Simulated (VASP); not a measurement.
# Bi (Im-3m) in VASP: single point with LDA

Aim: the single point of Bi with LDA.

Everything below comes from runs of VASP 6.6.1. Logs are shortened: lines on timing, memory, paths and dates and some standing lists are left out, and cuts for length are marked.

## 1. Starting point

It takes space group Im-3m (No. 229, cubic). The conventional cell has a = 3.963 Å, b = 3.963 Å, c = 3.963 Å, α = 90.00°, β = 90.00°, γ = 90.00°. Around Bi (site symmetry m-3m) lie 8 Bi at 3.43 Å.

This isn't the form of Bi at room conditions, which is rhombohedral.

## 2. Single point, LDA

INCAR

```
PREC = Accurate
ENCUT = 520
EDIFF = 1E-7
ISMEAR = 0
SIGMA = 0.1
LREAL = F
LASPH = T
NELM = 100
ALGO = Normal
ISIF = 2
LWAVE = F
LCHARG = F
NBANDS = 14
```

KPOINTS

```
Automatic mesh
0
Gamma
  6 6 6
```

POSCAR

```
Bi
1.0
   -1.9814305318      1.9814305318      1.9814305318
    1.9814305318     -1.9814305318      1.9814305318
    1.9814305318      1.9814305318     -1.9814305318
Bi
1
Direct
    0.0000000000      0.0000000000      0.0000000000
```

Potentials or basis: VASP PAW LDA potentials, release 64 (Bi_d).

On the command line:

```console
$ cat potpaw_LDA.64/Bi_d/POTCAR > POTCAR
$ mpirun -np 1 vasp_std > vasp.out
```

OUTCAR:

```text
PREC = Accurate
   ENCUT = 520
   EDIFF = 1E-7
   ISMEAR = 0
   LREAL = F
   LASPH = T
   NELM = 100
   ISIF = 2

 ion  position               nearest neighbor table
   1  0.000  0.000  0.000-

  LATTYP: Found a body centered cubic cell.
 ALAT       =     3.9628610636

  Lattice vectors:

 A1 = (  -1.9814305318,   1.9814305318,   1.9814305318)
 A2 = (   1.9814305318,  -1.9814305318,   1.9814305318)
 A3 = (   1.9814305318,   1.9814305318,  -1.9814305318)

Analysis of symmetry for initial positions (statically):
=====================================================================
 Subroutine PRICEL returns:
 Original cell was already a primitive cell.

 Routine SETGRP: Setting up the symmetry group for a
 body centered cubic supercell.

 Subroutine GETGRP returns: Found 48 space group operations
 (whereof 48 operations were pure point group operations)
 out of a pool of 48 trial point group operations.

The static configuration has the point symmetry O_h .

Analysis of symmetry for dynamics (positions and initial velocities):
=====================================================================
 Subroutine PRICEL returns:
 Original cell was already a primitive cell.

 Routine SETGRP: Setting up the symmetry group for a
 body centered cubic supercell.

 Subroutine GETGRP returns: Found 48 space group operations
 (whereof 48 operations were pure point group operations)
 out of a pool of 48 trial point group operations.

The dynamic configuration has the point symmetry O_h .

 Subroutine INISYM returns: Found 48 space group operations
 (whereof 48 operations are pure point group operations),
 and found     1 'primitive' translations

----------------------------------------------------------------------------------------

                                     Primitive cell

  volume of cell :      31.1169

  direct lattice vectors                    reciprocal lattice vectors
    -1.981430532  1.981430532  1.981430532     0.000000000  0.252342937  0.252342937
     1.981430532 -1.981430532  1.981430532     0.252342937  0.000000000  0.252342937
     1.981430532  1.981430532 -1.981430532     0.252342937  0.252342937  0.000000000

  length of vectors
     3.431938353  3.431938353  3.431938353     0.356866804  0.356866804  0.356866804

  position of ions in fractional coordinates (direct lattice)
     0.000000000  0.000000000  0.000000000

  ion indices of the primitive-cell ions
   primitive index   ion index
[... 73 lines left out ...]
   TEBEG  =    0.0;   TEEND  =   0.0 temperature during run
   PSTRESS=    0.0 pullay stress
   NELECT =      15.0000    total number of electrons
   NUPDOWN=      -1.0000    fix difference up-down
   EMIN   =  10.00;   EMAX   =-10.00  energy-range for DOS
   EFERMI =   0.00;   METHOD = LEGACY
   ISMEAR =     0;   SIGMA  =   0.10  broadening in eV -4-tet -1-fermi 0-gaus
   EFERMI_NEDOS =   21; number of points for ismear=-14 and -15
   IALGO  =     38    algorithm
   IMIX   =      4    mixing-type and parameters
     AMIX     =   0.40;   BMIX     =  1.00
     AMIX_MAG =   1.60;   BMIX_MAG =  1.00
  volume/ion in A,a.u.               =      31.12       209.99
  Fermi-wavevector in a.u.,A,eV,Ry     =   1.283630  2.425708 22.418388  1.647705
  Thomas-Fermi vector in A             =   2.415871
   LORBIT       =      0    0 simple, 1 ext, 2 COOP (PROOUT), +10 PAW based schemes
   GGA     = CA    functional components
   LHFCALC =     F    Hartree Fock is set to
   AEXX    =    0.0000 exact exchange contribution
   IVDW    =     0    specifies the selected vdW correction
   LEPSILON=     F    determine dielectric tensor
   LRPA    =     F    only Hartree local field effects (RPA)
 non-spin polarized calculation
 Gauss-broadening in eV      SIGMA  =   0.10
  energy-cutoff  :      520.00
  volume of cell :       31.12
 maximum number of plane-waves:       887
 NGX is ok and might be reduce to    28
   NGX = 13   NGY = 13   NGZ = 13

 number of electron      14.9999994 magnetization

 Free energy of the ion-electron system (eV)
  ---------------------------------------------------
  ext. energy  EPLUGINS =         0.00000000
  ---------------------------------------------------
  free energy    TOTEN  =        -4.43193184 eV

  energy without entropy =       -4.41950281  energy(sigma->0) =       -4.42571732

 E-fermi :   7.3518     XC(G=0): -10.5298

 val. band max:        7.3168420993   @ k =   0.3333   0.1667   0.1667
 cond. band min:       7.8035489344   @ k =   0.1667   0.1667   0.1667
 fundamental gap:      0.4867068350
 Fermi energy:         7.3517681615

 k-point     1 :       0.0000    0.0000    0.0000
  band No.  band energies     occupation
      1     -15.2918      2.00000
      2     -15.2918      2.00000
      3     -15.2918      2.00000
      4     -15.1610      2.00000
      5     -15.1610      2.00000
      6      -5.8565      2.00000
      7      12.7233      0.00000
      8      12.7233      0.00000
      9      12.7233      0.00000
     10      16.9043      0.00000
     11      18.1965      0.00000
     12      18.1965      0.00000
     13      18.1965      0.00000
     14      19.3929      0.00000
[... 241 lines left out ...]
      1     -15.3019      2.00000
      2     -15.3019      2.00000
      3     -15.0973      2.00000
      4     -15.0973      2.00000
      5     -15.0973      2.00000
      6      -0.7213      2.00000
      7       5.8568      2.00000
      8       5.8568      2.00000
      9       5.8568      2.00000
     10      11.2749      0.00000
     11      11.2749      0.00000
     12      23.0091      0.00000
     13      25.2891      0.00000
     14      25.2891      0.00000

------------------------ aborting loop because EDIFF is reached ----------------------------------------

  FORCE on cell =-STRESS in cart. coord.  units (eV):
  Direction    XX          YY          ZZ          XY          YZ          ZX
  --------------------------------------------------------------------------------------
  -------------------------------------------------------------------------------------
  Total       -0.5899060     -0.5899060     -0.5899060      0.0000000     -0.0000000      0.0000000
  in kB      -30.3736393    -30.3736393    -30.3736393      0.0000000     -0.0000000      0.0000000
  external PRESSURE =     -30.3736393 kB  Pullay stress =       0.0000000 kB

 VOLUME and BASIS-vectors are now :
 -----------------------------------------------------------------------------
  energy-cutoff  :      520.00
  volume of cell :       31.12
      direct lattice vectors                 reciprocal lattice vectors
    -1.981430532  1.981430532  1.981430532     0.000000000  0.252342937  0.252342937
     1.981430532 -1.981430532  1.981430532     0.252342937  0.000000000  0.252342937
     1.981430532  1.981430532 -1.981430532     0.252342937  0.252342937  0.000000000

 POSITION                                       TOTAL-FORCE (eV/Angst)
 -----------------------------------------------------------------------------------
      0.00000      0.00000      0.00000         0.000000     -0.000000      0.000000
 -----------------------------------------------------------------------------------
    total drift:                               -0.000000     -0.000000     -0.000000

  FREE ENERGIE OF THE ION-ELECTRON SYSTEM (eV)
  ---------------------------------------------------
  free  energy   TOTEN  =        -4.4319318388 eV

  energy  without entropy=       -4.4195028078  energy(sigma->0) =       -4.42571732
```

stdout:

```text
POSCAR found type information on POSCAR Bi
 POSCAR found :  1 types and       1 ions
 scaLAPACK will be used
 LDA part: xc-table for (Slater(with rela. corr.)+CA(PZ))
 , standard interpolation
 POSCAR, INCAR and KPOINTS ok, starting setup
 FFT: planning ... GRIDC
 FFT: planning ... GRID_SOFT
 FFT: planning ... GRID
 WAVECAR not read
 entering main loop
```

It took 3.4 s on 1 thread of Intel Xeon 6975P-C (Granite Rapids), shared host; peak memory 0.13 GiB.

Results:

- Free energy: -4.4319 eV
- Pressure: -3.0 GPa
- Band gap on the k mesh: none (metal or under the smearing width)

Caveat: the k mesh is coarse (spacing up to 0.37 Å⁻¹), so the values aren't converged; spin-orbit coupling is left out, which moves the levels of the heavy elements.
